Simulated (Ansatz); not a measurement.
Zincblende RbBr, relaxed with r2SCAN: 8 runs in Ansatz, each a construction of maximally localised Wannier functions. It is cubic, F-43m (No. 216); a = 7.739 Å in the conventional setting, 57.94 Å³ an atom. Around Rb lie 4 Br at 3.35 Å; around Br lie 4 Rb at 3.35 Å. No spin polarisation and no zero-point or thermal motion; the cell was built from a prototype and may be hypothetical.

```xyz
2
Lattice="0.0000 3.8695 3.8695 3.8695 0.0000 3.8695 3.8695 3.8695 0.0000" Properties=species:S:1:pos:R:3 pbc="T T T"
Rb    0.0000    0.0000    0.0000
Br    1.9347    1.9347    1.9347
```

Windows count from the top of the filled bands; a dash means that no such window was set (without an outer window there is no disentanglement). Rows marked drawn have settings drawn at random (some not listed).

```csv
functional,SCF mesh,trial orbitals,functions,mesh,window (eV),frozen (eV),settings,Ω total (Å²),Ω invariant (Å²),largest spread (Å²),least projectability,"interpolation miss of the model's filled bands (eV, to the nearest computed level)"
PBE,4×4×4,"Br s, Br p",4,4×4×4,–,–,chosen,5.62,4.83,1.41,0.96,0.002
PBE,4×4×4,"Br s, Br p",4,6×6×6,–,–,chosen,5.79,5.01,1.45,0.96,0.000
PBE,4×4×4,Br p,3,4×4×4,–,–,chosen,5.41,5.39,1.80,0.98,0.002
r2SCAN,4×4×4,"Br s, Br p",4,4×4×4,–,–,chosen,5.51,4.69,1.38,0.96,0.001
r2SCAN,4×4×4,Br p,3,4×4×4,–,–,chosen,5.29,5.27,1.76,0.98,0.001
HSE06,4×4×4,"Br s, Br p",4,4×4×4,–,–,chosen,5.49,4.68,1.37,0.96,–
PBE,4×4×4,Br p (loose tolerance),3,4×4×4,–,–,drawn,5.41,5.39,1.80,0.98,0.002
PBE,4×4×4,Br p,3,2×2×2,–,–,drawn,4.60,4.56,1.53,0.98,0.103
```

For Br s, Br p with PBE the spread goes 5.62 Å² (4×4×4), 5.79 Å² (6×6×6): finite differences on a coarse mesh understate it.

The runs are scalar-relativistic, without spin-orbit coupling.
